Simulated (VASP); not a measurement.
Write the native input for VASP 6.6.1 that does the following.

```
Task                   : relaxation of cell and atoms
Functional             : r2SCAN
Potentials or basis    : VASP PAW PBE potentials, release 64 (Sb)
Cutoff                 : 600 eV
k mesh                 : 12 × 12 × 10
Occupations            : methfessel-paxton, width 0.1 eV
Spin                   : no spin polarisation
Target pressure        : 6.4 GPa
Further INCAR settings : ALGO = Normal; EDIFF = 1e-06; IBRION = 2; EDIFFG = -0.01; NSW = 90; ISIF = 3
Target pressure        : 6.4 GPa
```

The structure of Sb lies in POSCAR:

```
Sb
1.0
    2.1542000000      1.2437279499      3.7580000000
   -2.1542000000      1.2437279499      3.7580000000
    0.0000000000     -2.4874558998      3.7580000000
Sb
2
Direct
    0.2334900000      0.2334900000      0.2334900000
    0.7665100000      0.7665100000      0.7665100000
```

The input as run:

INCAR

```
ALGO     = Normal         # electronic algorithm
EDIFF    = 1E-6           # SCF threshold, eV
EDIFFG   = -0.01          # ionic threshold
ENCUT    = 600            # plane-wave cutoff, eV
IBRION   = 2              # ionic algorithm
ISIF     = 3              # what is computed and relaxed
ISMEAR   = 1              # smearing method
LASPH    = T              # aspherical terms in the spheres
LCHARG   = F              # write CHGCAR
LMIXTAU  = T            
LREAL    = F              # projectors in reciprocal space
LWAVE    = F              # write WAVECAR
METAGGA  = R2SCAN         # meta-GGA
NELM     = 80             # most SCF steps
NSW      = 90             # ionic steps
PREC     = Accurate       # precision mode
PSTRESS  = 64.0         
SIGMA    = 0.1            # smearing width, eV
```

KPOINTS

```
k-points
0
Gamma
  12 12 10
```

Potentials or basis: VASP PAW PBE potentials, release 64 (Sb).

Run with:

```bash
$ cat potpaw_PBE.64/Sb/POTCAR > POTCAR
$ mpirun -np 1 vasp_std > vasp.out
```

Results of the run:

```json
{
 "Relaxed volume": "27.56 Å³/atom",
 "Relaxed cell": "a = 4.301 Å, b = 4.301 Å, c = 4.301 Å, α = 59.12°, β = 59.12°, γ = 59.12°",
 "Space group after relaxing (to 0.05 Å)": "R-3m (No. 166)",
 "Energy change on relaxing (the enthalpy is what falls)": "+60.3 meV/atom",
 "Ionic steps": "11",
 "Pressure after relaxing": "6.4 GPa",
 "Largest force after relaxing": "0.004 eV/Å",
 "Band gap on the k mesh": "none (metal or under the smearing width)"
}
```

Caveat: the cell is relaxed towards a set pressure, so the enthalpy falls and the energy may rise; the PAW data sets were made with another functional, which shifts forces and pressure a little.

Run time: 85 min on 1 thread of Intel(R) Xeon(R) Platinum 8375C CPU @ 2.90GHz (Ice Lake) (shared host), peak memory 0.43 GiB.
